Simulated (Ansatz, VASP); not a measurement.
**Se: VASP beside Ansatz**

Contents of INCAR:

```
SYSTEM = Se
  PREC = Accurate
  ENCUT = 520
  EDIFF = 1E-6
  ISMEAR = -1
  SIGMA = 0.1
  LREAL = .False.
  LASPH = .True.
  NELM = 80
  ALGO = Normal
  ISIF = 2
  LWAVE = .False.
  LCHARG = .True.
  GGA = RP
  LELF = .True.
  LVHAR = .True.
  NBANDS = 9
```

The input KPOINTS:

```
Automatic mesh
0
Gamma
  12 12 12
  0 0 0
```

POSCAR

```
Se
1.0
    2.9295492043      0.0000000000      0.0000000000
    0.0000000000      2.9295492043      0.0000000000
    0.0000000000      0.0000000000      2.9295492043
Se
1
Direct
    0.0000000000      0.0000000000      0.0000000000
```

Input for Ansatz:

```yaml
crystal:
  lattice:
    - [2.9295492043, 0.0, 0.0]
    - [0.0, 2.9295492043, 0.0]
    - [0.0, 0.0, 2.9295492043]
  atoms:
    - { symbol: Se, position: [0.0, 0.0, 0.0] }
hamiltonian:
  xc: rpbe
  pseudopotentials:
    kind: paw
    azcp:
      Se: "pseudopotentials/Se.paw.azcp"
basis:
  ecutwfc: 420
  fft_grid_basis: typed
kpoints:
  mp_grid: { grid: [12, 12, 12], shift: [0, 0, 0] }
magnetization:
  spin_polarized: false
scf:
  occupations: { method: fermi_dirac, width: 0.1 }
  lower_state_search: "off"
output:
  stress: true
```

Alike in both runs: task single point; functional RPBE; k mesh 12 × 12 × 12; occupations fermi-dirac, width 0.1 eV; no spin polarisation.

```csv
,VASP,Ansatz
version,VASP 6.6.1,Ansatz 0.2.0
potentials or method,"VASP PAW PBE potentials, release 64 (Se)","plane waves (420 eV) with PAW, scalar-relativistic"
plane-wave cutoff (eV),520,420
valence electrons in the cell,6,16
```

```tsv
	VASP	Ansatz	Ansatz less VASP
pressure (GPa)	-4.0	-4.0	+0.02
```

The functional is the same, so the differences come from potentials, cutoffs and numerics. The two sets of potentials don't hold the same shells in valence.

Caveats: the PAW data sets were made with another functional, which shifts forces and pressure a little (VASP).
